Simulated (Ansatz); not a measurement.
Runs of Ansatz 0.2.0 on InSe. It takes space group R3m (No. 160, trigonal). Conventional cell: a = 4.000 Å, b = 4.000 Å, c = 25.320 Å, α = 90.00°, β = 90.00°, γ = 120.00°. In (site symmetry 3m) has 3 Se at 2.63 Å and 1 In at 2.82 Å as nearest neighbours. In (site symmetry 3m) has 3 Se at 2.64 Å and 1 In at 2.82 Å as nearest neighbours. Around Se (site symmetry 3m) lie 3 In at 2.63 Å. Around Se (site symmetry 3m) lie 3 In at 2.64 Å. 

```csv
task,level,cell,smearing,gap on the mesh (eV),pressure (GPa),relaxed volume (Å³/atom),largest force (eV/Å)
single point,PBE,as given,gaussian 0.021 eV,0.44,2.7,-,0.37
single point,PBE,as given,gaussian 0.017 eV,0.44,2.7,-,0.37
single point,PBE,as given,gaussian 0.027 eV,0.44,2.7,-,0.37
single point,PBE,as given,gaussian 0.02 eV,0.44,2.7,-,0.37
single point,PBE,as given,gaussian 0.023 eV,0.44,2.7,-,0.37
single point,PBE,as given,gaussian 0.014 eV,0.44,2.7,-,0.37
single point,PBE,as given,gaussian 0.018 eV,0.44,2.7,-,0.37
single point,PBE,as given,gaussian 0.016 eV,0.44,2.7,-,0.37
relaxation of cell and atoms,PBE,relaxed,fermi-dirac 0.05 eV,0.74,0.0,(a),-
single point,PBE,as given,gaussian 0.028 eV,0.44,2.7,-,0.37
relaxation of cell and atoms,LDA,relaxed,fermi-dirac 0.05 eV,-,0.0,27.80,-
single point,PBE,as given,gaussian 0.015 eV,0.44,2.7,-,0.37
```

Alike in all rows: potentials or basis Ansatz PAW; no spin polarisation; k mesh 8 × 8 × 8; cutoff (eV) 420.

Task: Estimate the missing entries.

Result: (a) 33.45.

Caveats: spin-orbit coupling is left out, which moves the levels of the heavy elements (some runs); the plane-wave basis is chosen anew once the cell has moved, so the energies of steps on either side of that aren't comparable (some runs); the volume moved by +14 % from the deposited cell, more than functionals usually miss (some runs); the PAW data sets come from PBE, with cores solved anew for the run's functional, which leaves a small shift of forces and pressure (some runs).

A k mesh can miss the band edges, and the runs leave out spin-orbit coupling on In, Se.
